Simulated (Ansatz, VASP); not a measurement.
**One calculation of Sb, two programs**

```
Sb
1.0
     0.00000   -3.10945    0.00000
    -6.21890    0.00000    0.00000
     0.00000    0.00000   -6.21968
Sb
4
Direct
  0.00000 0.00000 0.75000
  0.00000 0.00000 0.25000
  0.00000 0.50000 0.75000
  0.00000 0.50000 0.25000
```

Alike in both runs: task single point; functional PBE; k mesh 8 × 4 × 4; occupations gaussian, width 0.2 eV; no spin polarisation.

|  | VASP | Ansatz |
| --- | --- | --- |
| version | VASP 6.6.1 | Ansatz 0.2.0 |
| potentials or method | VASP PAW PBE potentials, release 64 (Sb) | scalar-relativistic, plane waves, PAW |
| plane-wave cutoff (eV) | 520 | 420 |
| valence electrons in the cell | 20 | 60 |

|  | VASP | Ansatz | Ansatz less VASP |
| --- | --- | --- | --- |
| gap on the k mesh at the Fermi level (eV) | none | none | - |
| pressure (GPa) | 0.2 | 0.3 | +0.02 |

A gap of «none» marks a metal or a gap that the smearing closes. The functional is the same, so the differences come from potentials, cutoffs and numerics. The two sets of potentials don't hold the same shells in valence.

Spin-orbit coupling is left out, which matters for the levels of Sb.
